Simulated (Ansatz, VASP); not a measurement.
# N in VASP and in Ansatz

```
N
1.0
     5.80733    0.00000    0.00000
     0.00000    5.80733    0.00000
     0.00000    0.00000    5.80733
N
8
Direct
  0.05475 0.05475 0.05475
  0.44525 0.94525 0.55475
  0.55475 0.44525 0.94525
  0.94525 0.55475 0.44525
  0.94609 0.94609 0.94609
  0.55391 0.05391 0.44609
  0.44609 0.55391 0.05391
  0.05391 0.44609 0.55391
```

Alike in both runs: functional r2SCAN; k mesh 4 × 4 × 4; occupations gaussian, width 0.1 eV; no spin polarisation.

Ansatz relaxed the structure, and its values are those at the end. VASP's run is a single point on that final structure, the one shown.

|  | VASP | Ansatz |
| --- | --- | --- |
| version | VASP 6.6.1 | Ansatz 0.2.0 |
| potentials or method | VASP PAW PBE potentials, release 64 (N) | scalar-relativistic, plane waves, PAW |
| plane-wave cutoff (eV) | 520 | 500 |
| valence electrons in the cell | 40 | 40 |

Ansatz gave:

* gap on the k mesh at the Fermi level (eV): 8.30
* least direct gap on the mesh (eV): 8.32
* pressure (GPa): 0.0
* rms of the force components (eV/Å): 0.003

Task: Estimate VASP's values.

Result: gap on the k mesh at the Fermi level (eV): 8.27; least direct gap on the mesh (eV): 8.28; pressure (GPa): 2.4; rms of the force components (eV/Å): 1.335.

One of these differences is far larger than is usual between the two programs; its cause wasn't traced. The functional is the same, so the differences come from potentials, cutoffs and numerics.

Caveats: the standard files for N, O and F lose accuracy on very short bonds; the PAW data sets were made with another functional, which shifts forces and pressure a little (VASP). r2SCAN opens gaps a little over a GGA but as a rule still falls short of measured ones. A k mesh can miss the band edges.
